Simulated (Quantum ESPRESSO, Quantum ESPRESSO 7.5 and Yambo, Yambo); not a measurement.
## Excitons of CdTe (F-43m) on ever denser meshes

Aim: follow the lowest exciton of CdTe (F-43m) as the mesh is refined.

Main program and level: Quantum ESPRESSO 7.5 and Yambo 5.3.0; PBE and many-body steps on it, plane waves.

### 1. Starting point

The structure is cubic, space group F-43m (No. 216). Conventional cell: a = 6.480 Å, b = 6.480 Å, c = 6.480 Å, α = 90.00°, β = 90.00°, γ = 90.00°. Nearest to Cd lie 4 Te at 2.81 Å. Nearest to Te lie 4 Cd at 2.81 Å. Farther neighbours and most contacts between anions are not listed.

The cell and positions come from the Crystallography Open Database and are kept as given unless a step says otherwise. Spin-orbit coupling is left out unless a step names it.

### 2. Empty states on the mesh, 4×4×4 mesh, 122 bands

This step: Quantum ESPRESSO 7.5; DFT, PBE, plane waves, norm-conserving pseudopotentials.

The sums over transitions need many empty states on a uniform mesh; this step solves for them.

File pw.in:

```
&control
  calculation = 'nscf'
  prefix = 'x'
  outdir = 'o'
  pseudo_dir = 'pseudo'
/
&system
  ibrav = 0
  nat = 2
  ntyp = 2
  ecutwfc = 94.0
  nbnd = 122
  force_symmorphic = .true.
/
&electrons
  conv_thr = 1e-9
  electron_maxstep = 80
  diago_full_acc = .true.
  diago_thr_init = 5e-6
/
ATOMIC_SPECIES
  Cd 112.41 Cd.upf
  Te 127.6 Te.upf
CELL_PARAMETERS angstrom
  0.0000000000 3.2400000000 3.2400000000
  3.2400000000 0.0000000000 3.2400000000
  3.2400000000 3.2400000000 0.0000000000
ATOMIC_POSITIONS crystal
  Cd 0.0000000000 0.0000000000 0.0000000000
  Te 0.2500000000 0.2500000000 0.2500000000
K_POINTS automatic
  4 4 4 0 0 0
```

Launch:

```
OMP_NUM_THREADS=1 mpirun -n 4 pw.x -nk 4 -in pw.in > pw.out
```

Output:

```text
Program PWSCF v.7.5 starts

     This program is part of the open-source Quantum ESPRESSO suite
     for quantum simulation of materials; please cite
         "P. Giannozzi et al., J. Phys.:Condens. Matter 21 395502 (2009);
         "P. Giannozzi et al., J. Phys.:Condens. Matter 29 465901 (2017);
         "P. Giannozzi et al., J. Chem. Phys. 152 154105 (2020);
     in publications or presentations arising from this work. More details at

     Atomic positions and unit cell read from directory:
     o/x.save/

     Message from routine setup:
[...]
-150.4559-100.4824-100.4824-100.4824 -93.9054 -54.9603 -54.9602 -54.9602
[...]
50.0998  50.9654  50.9654  51.3953  52.8916  52.8916  53.7707  54.0719
     [... 4 further rows ...]
    71.9145  72.0256  72.7539  72.7539  73.8694  74.2684  75.0743  75.3252
    75.3253  76.1338

          k = 0.3536 0.0000 0.0000 (  7059 PWs)   bands (ev):

     [... further k-points ...]

     highest occupied, lowest unoccupied level (ev):     8.2696    9.0401

     XML data file, pseudopotentials, collected wavefunctions

=------------------------------------------------------------------------------=
   JOB DONE.
=------------------------------------------------------------------------------=
```

The job ended after 23 s (4 MPI ranks of Arm Neoverse V1, shared host; peak memory 0.53 GiB).

This step gave:

* gap: 0.7705 eV
* k of the valence top: 0, 0, 0
* k of the conduction bottom: 0, 0, 0
* least direct gap: 0.7705 eV
* k points computed: 8
* lowest point of the top converged band, above the valence top: 65.9721 eV

On this mesh the gap is 0.770 eV.

The density comes from a self-consistent run that is not shown.

### 3. Conversion and set-up

This step: Yambo 5.3.0; conversion and set-up on PBE, plane waves, norm-conserving pseudopotentials.

The states are converted to the many-body program's format and the q mesh is built.

Launch:

```
(cd o/x.save; p2y > p2y.log; mv SAVE ../..); yambo > setup.log
```

Output:

```text
 Yambo, version 5.3.0

 [02] CORE Variables Setup
 =========================

  [02.01] Unit cells
  ==================

  Cell kind             :  FCC
  Atoms in the cell     :  Cd  Te
  number of Cd atoms    :  1
  number of Te atoms    :  1

  List of atomic masses
  Mass of Cd    :  112.4100
  Mass of Te    :  127.6000

  List of atomic coordinates    : [cc]
  Cd1       :  0.000000  0.000000  0.000000  order 1
  Te1       :  3.061356  3.061356  3.061356  order 2

  Alat factors          :  6.122713  6.122713  6.122713 [a.u.]
  Direct lattice volume :  459.0517 [a.u.]
[...]
==========================================

 IBZ Q-points                                      :   8
 BZ  Q-points                                      :   64

 K/Q-points units:
 rlu = crystal or reduced units; cc = cartesian coordinates; iku = interal k-units

 Q [1]          [rlu]:  0.000000  0.000000  0.000000
 Q [2]          [rlu]: -0.71308E-17 -0.71308E-17  0.25000
 Q [3]          [rlu]:  0.14262E-16  0.14262E-16 -0.50000
[...]
Q [7]          [rlu]:  0.42627E-17 -0.50000     -0.50000
 Q [8]          [rlu]:  0.250000 -0.500000 -0.250000

  [03.01] X indexes
  =================

   [03.01.01] Sigma indexes
   ========================

 [06] Game Over & Game summary
```

Wall time 3.5 s (1 MPI rank); peak memory 0.26 GiB.

### 4. Screening and self-energy, 4×4×4 mesh, 122 bands, screening to 149.7 eV

Now the one-shot GW correction: screening in the RPA, then the self-energy of the levels asked for.

This step: G0W0 on PBE, plane waves, norm-conserving pseudopotentials.

File gw1.in:

```
HF_and_locXC
gw0
dyson
ppa
em1d
rim_cut
RandQpts= 1000000
RandGvec= 1 RL
EXXRLvcs= 94 Ry
VXCRLvcs= 376 Ry
Chimod= "HARTREE"
% BndsRnXp
 1 | 122 |
%
NGsBlkXp= 11 Ry
% LongDrXp
 1 | 1 | 1 |
%
% GbndRnge
 1 | 122 |
%
DysSolver= "n"
ExtendOut
PPAPntXp= 27.21138 eV
% QPkrange
 1 | 1 | 21 | 24 |
%
```

Launch:

```
OMP_NUM_THREADS=1 mpirun -n 4 yambo -F gw1.in -J gw1 -C gw1 > gw1.log
```

Output:

```text
 Yambo, version 5.3.0

 [02] CORE Variables Setup
 =========================

  [... cell, symmetries and grids as in the set-up ...]

  [02.05] Energies & Occupations
  ==============================

  [X] === General ===
  [X] Electronic Temperature                        :  0.000000  0.000000 [eV K]
  [X] Bosonic    Temperature                        :  0.000000  0.000000 [eV K]
  [X] Finite Temperature mode                       : no
  [X] El. density                                   :  0.64683E+24 [cm-3]
[...]
Sx RL components                                 :   7239

   QP @ state[ 1 ] K range                          :  1  1
   QP @ state[ 1 ] b range                          :  21  24
   GF energies kind                                 : Perdew, Burke & Ernzerhof(X)+Perdew, Burke & Ernzerhof(C)
   GF WF`s kind                                     : Perdew, Burke & Ernzerhof(X)+Perdew, Burke & Ernzerhof(C)
   Xs energies kind                                 : Perdew, Burke & Ernzerhof(X)+Perdew, Burke & Ernzerhof(C)
   Xs WF`s kind                                     : Perdew, Burke & Ernzerhof(X)+Perdew, Burke & Ernzerhof(C)

 [11] Game Over & Game summary
```

Run time: 3.9 min. Hardware: 4 MPI ranks; peak memory 2.4 GiB.

This step gave:

* G0W0 gap on the points computed: 1.533 eV
* starting gap on the mesh: 0.7705 eV
* k of the valence top: 0, 0, 0
* k of the conduction bottom: 0, 0, 0
* least direct G0W0 gap on the computed points: 1.533 eV

The gap on the mesh goes from 0.77 eV to 1.53 eV, a correction of +0.76 eV.

The gap opens by 0.762 eV; the next steps shift the empty bands rigidly by 0.762 eV. The exciton steps add spin-orbit coupling, which this shift does not hold.

### 5. Empty states on the mesh, 4×4×4 mesh, 74 bands

This step: Quantum ESPRESSO 7.5; DFT, PBE with spin-orbit coupling, plane waves, norm-conserving pseudopotentials.

pw.in: that of step 2 with these lines changed.

```diff
@@ -11,4 +11,6 @@
   ecutwfc = 94.0
-  nbnd = 122
+  nbnd = 74
   force_symmorphic = .true.
+  noncolin = .true.
+  lspinorb = .true.
 /
```

Launch:

```
OMP_NUM_THREADS=1 mpirun -n 4 pw.x -nk 4 -in pw.in > pw.out
```

Output:

```text
[banner, memory and clock lines left out]
Program PWSCF v.7.5 starts

     Atomic positions and unit cell read from directory:
     o/x.save/

     Message from routine setup:
     using ibrav=0 with symmetry is DISCOURAGED, use correct ibrav instead

     G-vector sticks info

     bravais-lattice index     =            0
     lattice parameter (alat)  =       8.6588  a.u.
     unit-cell volume          =     459.0517 (a.u.)^3
     number of atoms/cell      =            2
     number of atomic types    =            2
     number of electrons       =        44.00
[...]
-150.2832-150.2832-107.1009-107.1009 -97.3932 -97.3932 -97.3932 -97.3932
[...]
28.3228  28.3228

          k =-0.3536-0.3536 0.3536 (  7120 PWs)   bands (ev):

  -150.2832-150.2832-107.1009-107.1009 -97.3932 -97.3932 -97.3932 -97.3932
[...]
18.7468  18.7468  19.7416  19.7416  20.0169  20.0169  20.1062  20.1062
    24.3984  24.3984  25.7317  25.7317  25.7923  25.7923  26.9564  26.9564
    27.1970  27.1970

          k = 0.3536 0.0000 0.0000 (  7059 PWs)   bands (ev):

     [... further k-points ...]

     highest occupied, lowest unoccupied level (ev):     8.5543    9.0582

     XML data file, pseudopotentials, collected wavefunctions
```

Wall time 16 s (4 MPI ranks); peak memory 0.65 GiB; 63 s of CPU time.

This step gave:

| Property | Result |
| --- | --- |
| gap | 0.5040 eV |
| k of the valence top | 0, 0, 0 |
| k of the conduction bottom | 0, 0, 0 |
| least direct gap | 0.5040 eV |
| k points computed | 8 |
| lowest point of the top converged band, above the valence top | 16.04 eV |

On this mesh the gap is 0.504 eV.

The density comes from a self-consistent run that is not shown, made with spin-orbit coupling and fully relativistic files.

### 6. Conversion and set-up

This step: Yambo 5.3.0; conversion and set-up on PBE with spin-orbit coupling, plane waves, norm-conserving pseudopotentials.

Launch:

```
(cd o/x.save; p2y > p2y.log; mv SAVE ../..); yambo > setup.log
```

Output:

```text
 Yambo, version 5.3.0

 [02] CORE Variables Setup
 =========================

  [02.01] Unit cells
  ==================

  Cell kind             :  FCC
  Atoms in the cell     :  Cd  Te
  number of Cd atoms    :  1
  number of Te atoms    :  1

  List of atomic masses
  Mass of Cd    :  112.4100
  Mass of Te    :  127.6000

  List of atomic coordinates    : [cc]
  Cd1       :  0.000000  0.000000  0.000000  order 1
  Te1       :  3.061356  3.061356  3.061356  order 2

  Alat factors          :  6.122713  6.122713  6.122713 [a.u.]
  Direct lattice volume :  459.0517 [a.u.]
[...]
==========================================

 IBZ Q-points                                      :   8
 BZ  Q-points                                      :   64

 K/Q-points units:
 rlu = crystal or reduced units; cc = cartesian coordinates; iku = interal k-units

 Q [1]          [rlu]:  0.000000  0.000000  0.000000
 Q [2]          [rlu]: -0.71308E-17 -0.71308E-17  0.25000
 Q [3]          [rlu]:  0.14262E-16  0.14262E-16 -0.50000
[...]
Q [7]          [rlu]:  0.42627E-17 -0.50000     -0.50000
 Q [8]          [rlu]:  0.250000 -0.500000 -0.250000

  [03.01] X indexes
  =================

   [03.01.01] Sigma indexes
   ========================

 [06] Game Over & Game summary
```

The job ended after 4 s (1 MPI rank; peak memory 0.26 GiB).

(Continued in part 2 of 3.)

[Paths, hosts, dates, memory and timing lines, banners, echoed tables and standing remarks are left out of the program output.]

[Logs are printed without paths, hosts, clocks, repeated set-up lines and the standing remarks that a program may print on its own settings, such as how far it seeks lower states.]

[Runs of the session that timed out or met a known fault of the program may be left out.]

[Hosts, paths, dates, database ids (printed as entryN), source tags and the programs' standing remarks are cut or masked in the printed files.]
